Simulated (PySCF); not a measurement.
## aniline radical cation: computed EPR parameters against published values

The experiment to reproduce: a(14N N1) 7.68 G [2]; a(1H H8/H9) -9.58 G [2]; a(1H H10/H14) -5.82 G [2]; a(1H H11/H13) 1.52 G [2]; a(1H H12) -9.58 G [2]. Sources and the comparison follow the method.

Species: aniline radical cation, C₆H₇N (charge +1 and doublet state).
Z-matrix (Å and degrees, PBE0-D3(BJ)/def2-SVP geometry), rows numbered from 1:
```
N 
C   1  1.3276
C   2  1.4343  1  119.99
C   3  1.3725  2  119.41  1   180.00
C   4  1.4128  3  120.21  2    -0.00
C   5  1.4126  4  120.77  3     0.00
C   6  1.3725  5  120.20  4    -0.00
H   1  1.0171  2  121.31  3  -180.00
H   1  1.0172  2  121.53  3    -0.01
H   3  1.0928  2  119.51  1    -0.00
H   4  1.0918  3  120.02  2  -180.00
H   5  1.0926  4  119.62  3  -180.00
H   6  1.0918  5  119.79  4   180.00
H   7  1.0928  2  119.48  1    -0.00
```

The hyperfine couplings belong to this conformer and change with its torsions.

As a line formula: aniline radical cation (`Nc1ccccc1`) [SMILES of the parent framework; charge +1 and doublet state].

Theory: UKS B3LYP, IGLO-III on C N, pcH-1 on H, non-relativistic, mean-field spin-orbit, GIAO (PySCF). Stability of the SCF solution: not tested. No frequencies were computed at this geometry's level, so the symmetric structure isn't shown to be a minimum.

| nucleus | computed a_iso (MHz) | published | in MHz | difference of magnitudes (MHz) | source |
| --- | --- | --- | --- | --- | --- |
| 14N N1 | 14.4 | 17.2 MHz | 17.2 | -2.8 | [1] |
| 1H H8/H9 | -27.8 | -28.7 MHz | -28.7 | -0.9 | [1] |
| 14N N1 | 14.4 | 7.68 G | 21.5 | -7.1 | [2] |
| 1H H8/H9 | -27.8 | -9.58 G | -26.9 | +0.9 | [2] |
| 1H H10/H14 | -15.2 | -5.82 G | -16.3 | -1.1 | [2] |
| 1H H11/H13 | 4.3 | 1.52 G | 4.3 | 0.0 | [2] |
| 1H H12 | -27.9 | -9.58 G | -26.9 | +1.0 | [2] |

Values published in field units are turned into MHz with the computed g_iso.

Sources: [1] computed, CCSD, gas; Pluta, Skrzynski, J. Phys. Chem. A 2024 (CCSD column quoted from Windom, Perera, Bartlett). [2] measured, solution (EPR); Hermosilla, Calle, Garcia de la Vega, RSC Adv. 2015, Modeling EPR parameters of nitrogen containing conjugated radical cations.

In relative terms the largest miss is 14N N1, by 33 %. The measured numbers hold vibrational averaging and, outside the gas phase, effects of the matrix or solvent; the computed ones belong to one rigid, isolated geometry and carry the errors of functional and basis. An EPR spectrum gives magnitudes, so published signs often rest on theory.

Largest spin populations (Mulliken): C5 (+0.42), N1 (+0.35), C7 (+0.20) and C3 (+0.20). Four atoms exceed +0.15. The positive populations add up to 1.28 and the negative ones to -0.28, together 2S = 1.

The unrestricted determinant has ⟨S²⟩ = 0.7701 (exact 0.7500), 2.7 % above the value of a pure doublet state.
